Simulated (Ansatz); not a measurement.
**Ir under changes of volume**

One of the cells (14.627 Å³/atom); the others are scaled copies at fixed shape and fractional positions:

```
Ir
1.0
     2.75138    0.00000    0.00000
    -1.37569    2.38276    0.00000
     0.00000    0.00000    4.46229
Ir
2
Direct
  0.33333 0.66667 0.25000
  0.66667 0.33333 0.75000
```

This isn't the form of Ir at room conditions, which is fcc.

* Program: Ansatz 0.2.0
* Functional: LDA
* Potentials or basis: Ansatz PAW
* Cutoff: 420 eV (not typed: the program's choice for these potentials)
* k mesh: 11 × 11 × 6
* Occupations: fermi-dirac, width 0.05 eV
* Spin: no spin polarisation

```tsv
volume (Å³/atom)	energy over the lowest point (meV/atom)	pressure (GPa)
13.749	0.54	4.7
14.042	0.00	-3.8
14.335	14.03	-11.2
14.627	40.87	-17.8
14.920	?	?
15.212	127.01	-28.6
15.505	183.68	-33.1
```

Q: What does the run at 14.920 Å³/atom give?

A: Energy over the lowest point 79.00 meV/atom; pressure -23.6 GPa.

Worked out: A Birch-Murnaghan fit of order 3 (a polynomial in V^(-2/3)) to the other rows has its minimum at 13.90 Å³/atom with B0 = V·E''(V) = 404 GPa and B' = 5.2 at fixed shape and positions, which overstates the stiffness. It gives 79.08 meV/atom at 14.920 Å³/atom, against the run's 79.00, and -dE/dV = -23.7 GPa, against -23.6.

Energies are extrapolated to zero smearing.

Caveats: the PAW data sets come from PBE, with cores solved anew for the run's functional, which leaves a small shift of forces and pressure.
